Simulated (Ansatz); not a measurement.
The system is LiCl.

```
Cl Li
1.0
     0.00000    2.56477    2.56477
     2.56477    0.00000    2.56477
     2.56477    2.56477    0.00000
Cl Li
1 1
Direct
  0.50000 0.50000 0.50000
  0.00000 0.00000 0.00000
```

Base run:

```yaml
Program: Ansatz 0.2.0
Functional: PBE0
Potentials_or_basis: all-electron PAW datasets made for the crystal
Cutoff: 220 eV
Density_cutoff: 880 eV
k_mesh: 6 × 6 × 6
Occupations: fermi-dirac, width 0.05 eV
Spin: no spin polarisation
```

Its results: band gap on the k mesh 8.44 eV, direct.

After a change of settings the same cell gave: band gap on the k mesh 7.72 eV, direct. Which change was it?
A. functional from PBE0 to HSE06
B. functional from PBE0 to PBEsol; cutoff from 220 eV to 200 eV; density cutoff from 880 eV to 800 eV
C. functional from PBE0 to PBE; cutoff from 220 eV to 200 eV; density cutoff from 880 eV to 800 eV

A.

Not every run made on this cell is shown here.
